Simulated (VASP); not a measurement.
A convergence study with VASP on ZnTe (zinc blende): one setting is varied, all else stays as given below, so the limit is that of these other settings. ε∞ is the independent-particle value.

```xyz
2
Lattice="0.0000 3.0500 3.0500 3.0500 0.0000 3.0500 3.0500 3.0500 0.0000" Properties=species:S:1:pos:R:3 pbc="T T T"
Zn     0.0000     0.0000     0.0000
Te     1.5250     1.5250     1.5250
```

Level of theory: PBE GGA, VASP's PBE PAW potentials (set 64) (plane waves; VASP). The tightest run used: 550 eV cut-off, 6×6×6 Γ-centred mesh, Gaussian smearing of 0.050 eV, potentials Zn Te.

| setting | mean ε∞ | bands |
|---|---|---|
| NBANDS = 10 | 9.11 | 10 |
| NBANDS = 11 | 10.39 | 11 |
| NBANDS = 13 | 11.29 | 13 |

Problem. These are the cheaper rows. Estimate the results at NBANDS = 137, and how far the last row shown lies from them.

Solution. 
```
quantity  tightest run  last row shown is off by
--------  ------------  ------------------------
mean ε∞          11.57                     -0.28
```

Left out are rungs that failed or repeat a setting and relaxations that didn't move; long series are thinned to 24 rows.

The compound is ZnTe in the zinc blende structure. The cell was not relaxed at this level.
